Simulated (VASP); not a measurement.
**KBr: relaxation of cell and atoms with HSE06**

The system is KBr.

```
K Br
1.0
     0.00000    3.27989    3.27989
     3.27989    0.00000    3.27989
     3.27989    3.27989    0.00000
K Br
1 1
Direct
  0.00000 0.00000 0.00000
  0.50000 0.50000 0.50000
```

- Program: VASP 6.6.1
- Task: relaxation of cell and atoms
- Functional: HSE06
- Potentials or basis: VASP PAW PBE potentials, release 64 (K_sv, Br)
- Cutoff: 520 eV
- k mesh: 4 × 4 × 4
- Occupations: gaussian, width 0.03 eV
- Spin: no spin polarisation
- Grid for exact exchange (PRECFOCK): Fast
- Screening parameter: 0.2 1/A
- Further INCAR settings: ALGO = Normal; EDIFF = 1e-06; IBRION = 2; EDIFFG = -0.01; NSW = 25; ISIF = 3

- Relaxed volume: 37.09 Å³/atom
- Relaxed cell: a = 4.716 Å, b = 4.716 Å, c = 4.716 Å, α = 60.00°, β = 60.00°, γ = 60.00°
- Space group after relaxing (to 0.05 Å): Fm-3m (No. 225)
- Energy gained by relaxing: 4.3 meV/atom
- Ionic steps: 4
- Pressure after relaxing: 0.0 GPa
- Band gap on the k mesh: 5.53 eV, direct

Step by step:
| step | energy change (eV) | largest force (eV/Å) | pressure (GPa) | volume (Å³) |
| --- | --- | --- | --- | --- |
| 1 | 0.0000 | 0.0000 | 0.81 | 70.57 |
| 2 | -0.0066 | 0.0000 | 0.37 | 72.40 |
| 3 | -0.0085 | 0.0000 | -0.07 | 74.51 |
| 4 | -0.0085 | 0.0000 | 0.00 | 74.17 |

Final structure:
```cif
data_structure
_symmetry_space_group_name_H-M 'P 1'
_symmetry_Int_Tables_number 1
_cell_length_a 4.7162
_cell_length_b 4.7162
_cell_length_c 4.7162
_cell_angle_alpha 60.000
_cell_angle_beta 60.000
_cell_angle_gamma 60.000
_cell_volume 74.17
loop_
_atom_site_label
_atom_site_type_symbol
_atom_site_fract_x
_atom_site_fract_y
_atom_site_fract_z
_atom_site_occupancy
K1 K 0.00000 0.00000 0.00000 1
Br1 Br 0.50000 0.50000 0.50000 1
```

Levels at points of the mesh, in eV from the valence-band top:
```tsv
k point	band 4	band 5	band 6	band 7	band 8	band 9	band 10	band 11	band 12
(0.00, 0.00, 0.00)	-12.16	-12.16	0.00	0.00	0.00	5.53	8.98	8.98	8.98
(0.50, 0.00, 0.00)	-12.16	-11.92	-1.17	-0.32	-0.32	7.70	9.48	11.31	11.32
(0.50, 0.50, 0.00)	-12.19	-12.19	-0.83	-0.30	-0.30	7.12	8.39	10.62	10.94
```

Run time: 110 s on 4 MPI ranks on Intel(R) Xeon(R) 6975P-C (Granite Rapids), on a shared host, peak memory 0.29 GiB a rank.

Caveat: the PAW data sets were made with another functional, which shifts forces and pressure a little. Zero-point motion and thermal expansion aren't in these numbers.
